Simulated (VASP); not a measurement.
Wanted: the native input for a VASP 6.6.1 run.

```
Task                   : band structure
Functional             : PBE
Potentials or basis    : VASP PAW PBE potentials, release 64 (Cd, O)
Cutoff                 : 520 eV
k mesh                 : 8 × 8 × 8
Occupations            : gaussian, width 0.02 eV
Spin                   : no spin polarisation
Further INCAR settings : ALGO = Normal; EDIFF = 1e-06
```

The structure of CdO (Monteponite) lies in POSCAR:

```
CdO
1.0
    0.0000000000      2.3476500000      2.3476500000
    2.3476500000      0.0000000000      2.3476500000
    2.3476500000      2.3476500000      0.0000000000
Cd O
1 1
Direct
    0.0000000000      0.0000000000      0.0000000000
    0.5000000000      0.5000000000      0.5000000000
```

The input as run:

INCAR

```
  PREC = Accurate
  ENCUT = 520
  EDIFF = 1E-6
  ISMEAR = 0
  SIGMA = 0.02
  LREAL = False
  LASPH = True
  NELM = 80
  ALGO = Normal
  ISIF = 2
  LWAVE = False
  LCHARG = False
  GGA = PE
```

KPOINTS

```
regular mesh
0
Gamma
  8 8 8
```

KPOINTS_OPT

```
path GXWKGLUWLK,UX
20
line-mode
reciprocal
 0.0000000000  0.0000000000  0.0000000000  G
 0.5000000000  0.0000000000  0.5000000000  X

 0.5000000000  0.0000000000  0.5000000000  X
 0.5000000000  0.2500000000  0.7500000000  W

 0.5000000000  0.2500000000  0.7500000000  W
 0.3750000000  0.3750000000  0.7500000000  K

 0.3750000000  0.3750000000  0.7500000000  K
 0.0000000000  0.0000000000  0.0000000000  G

 0.0000000000  0.0000000000  0.0000000000  G
 0.5000000000  0.5000000000  0.5000000000  L

 0.5000000000  0.5000000000  0.5000000000  L
 0.6250000000  0.2500000000  0.6250000000  U

 0.6250000000  0.2500000000  0.6250000000  U
 0.5000000000  0.2500000000  0.7500000000  W

 0.5000000000  0.2500000000  0.7500000000  W
 0.5000000000  0.5000000000  0.5000000000  L

 0.5000000000  0.5000000000  0.5000000000  L
 0.3750000000  0.3750000000  0.7500000000  K

 0.6250000000  0.2500000000  0.6250000000  U
 0.5000000000  0.0000000000  0.5000000000  X
```

Potentials or basis: VASP PAW PBE potentials, release 64 (Cd, O).

The run is started by

```sh
$ cat potpaw_PBE.64/Cd/POTCAR potpaw_PBE.64/O/POTCAR > POTCAR
$ mpirun -np 1 vasp_std > vasp.out
```

It gave:

The pressure is 8.0 GPa and the band gap along the path is none (metal or under the smearing width).

Caveat: this crystal is a semiconductor, whose small gap the functional closes, so the metal is an error of the method.

Run time: 64 s on 1 thread of Intel(R) Xeon(R) Platinum 8259CL CPU @ 2.50GHz (Skylake/Cascade Lake), on a shared host, peak memory 0.17 GiB.
